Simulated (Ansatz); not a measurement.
This is a single-point calculation with the plane-wave code Ansatz on Mg2Sn built on the antifluorite prototype; the level of theory is r2SCAN. The cell was relaxed with r2SCAN and then strained (uniaxial +1.0 % along z, other directions held), with the atoms relaxed again with r2SCAN; k points keep the names of the unstrained zone.

Input file:
```yaml
crystal:
  lattice:
    - [0.0, 3.3799352821, 3.4137346349]
    - [3.3799352821, 0.0, 3.4137346349]
    - [3.3799352821, 3.3799352821, 0.0]
  atoms:
    - { symbol: Sn, position: [0.0, 0.0, 0.0] }
    - { symbol: Mg, position: [0.25, 0.25, 0.25] }
    - { symbol: Mg, position: [0.75, 0.75, 0.75] }
kpoints:
  mp_grid: { grid: [6, 6, 6] }
  band_path:
    path:
      - [0.0, 0.0, 0.0]
      - [0.5, 0.0, 0.5]
      - [0.625, 0.25, 0.625]
      - [0.375, 0.375, 0.75]
      - [0.5, 0.5, 0.5]
      - [0.5, 0.25, 0.75]
      - [0.0, 0.5, 0.5]
    npoints: 1
hamiltonian:
  xc: r2scan
scf:
  occupations: { method: fermi_dirac, width: 0.02 }
  n_extra_bands: 4
output:
  forces: true
  stress: true
  eigenvalues: true
```

Run as `ansatz run input.yaml --threads 2 --pin off --max-ram 29491MiB --backend cpu --events-out ev --progress --plain --runs-dir out`. Wall time 3.2 s on 2 threads of AMD EPYC 7R13 Processor (Zen 3) (shared host); peak host memory 0.71 GiB.

Main lines of the log:
```
Functional definition: r2SCAN
Crystal: 3 atoms, lattice volume = 77.997 Å³
Basis set: ecut = 500 eV, 1973 PW (Γ)
Bands: 21, of which v1, the nominal top of the filled ones, is band 17 counted from 1 (16 counted from 0)
Symmetry: 16 space group operations
Space group: I4/mmm (ITA 139)
k-points: 30 of 216
Free energy (F): -9892.213676 eV
Internal energy: -9892.213545 eV  (E = F + TS)
E sigma→0 (E₀):  -9892.213610 eV
Entropy (-TS):   -0.000131 eV (-0.044 meV/atom)
Fermi energy:    6.933121 eV
--- Forces (eV/Å), atoms counted from 1 ---
  atom   1  Sn      0.00000      0.00000      0.00000
  atom   2  Mg      0.00000      0.00000      0.00000
  atom   3  Mg      0.00000      0.00000      0.00000
--- Stress (GPa, compression-positive) ---
       -0.250324       0.000000       0.000000
        0.000000      -0.250324       0.000000
        0.000000       0.000000      -0.864282
  P = ⅓ Tr σ = -0.4550 GPa (-4.550 kbar)
--- Band table (eV; the first three rows and the last of 30) ---
  k-point 0: bands = […, -14.6001, -14.5971, -2.5870, 6.8230, 6.8695, 6.8695, 8.8107, 9.2230, 9.2230, 9.2845]
  k-point 1: bands = […, -14.6000, -14.5970, -2.3530, 5.0183, 6.5249, 6.5666, 8.6329, 9.6775, 9.6990, 10.7719]
  k-point 2: bands = […, -14.5995, -14.5967, -1.7355, 2.9211, 6.1085, 6.1687, 8.1260, 9.5549, 9.6008, 11.6899]
  k-point 29: bands = […, -14.6024, -14.5936, -0.7457, 2.1192, 4.7043, 4.7043, 7.0987, 7.3071, 14.7174, 14.7174]
```

The rows of the band table are 0: (0, 0, 0) = Γ, 1: (0, 0, 1/6), 2: (0, 0, 1/3), 29: (-1/2, -1/2, 0) = X.

Levels at the listed points, from bands.tsv (eV from the Fermi energy, bands near the gap, counted from 0):
```tsv
# k_distance	band_12	band_13	band_14	band_15	band_16	band_17	band_18	band_19	band_20
# fermi_ev = 6.933121
# [0, 0, 0] at k_distance = 0.000000
# [0.5, 0, 0.5] at k_distance = 0.929483
# [0.625, 0.25, 0.625] at k_distance = 1.256482
# [0.375, 0.375, 0.75] at k_distance = 1.824737
# [0.5, 0.5, 0.5] at k_distance = 2.390176
# [0.5, 0.25, 0.75] at k_distance = 3.044174
# [0, 0.5, 0.5] at k_distance = 4.083368
# levels_relative_to = fermi_ev
0.000	-21.530	-9.520	-0.110	-0.064	-0.064	1.878	2.290	2.290	2.351
0.929	-21.529	-7.653	-4.741	-2.293	-2.269	0.063	0.326	7.630	7.823
1.256	-21.529	-7.688	-4.315	-3.697	-1.942	0.575	2.829	5.619	5.833
1.825	-21.528	-7.701	-4.384	-3.675	-1.888	0.652	2.934	5.631	5.943
2.390	-21.530	-8.197	-4.999	-0.982	-0.913	1.016	2.376	2.425	4.439
3.044	-21.529	-7.632	-3.969	-3.896	-2.833	2.889	3.254	3.350	3.651
4.083	-21.529	-7.653	-4.741	-2.293	-2.269	0.063	0.326	7.630	7.823
```
In order the rows are Γ, X, U, K, L, W, X.

With r2SCAN the valence top lies at Γ and the conduction bottom at X, 0.13 eV higher; the smallest vertical gap, at L, is 1.93 eV. The gap is the least over the mesh and the extra points. The mean pressure at these positions is -0.45 GPa, compression counted positive.

No spin polarisation and no zero-point or thermal motion.

Spin-orbit coupling is left out.
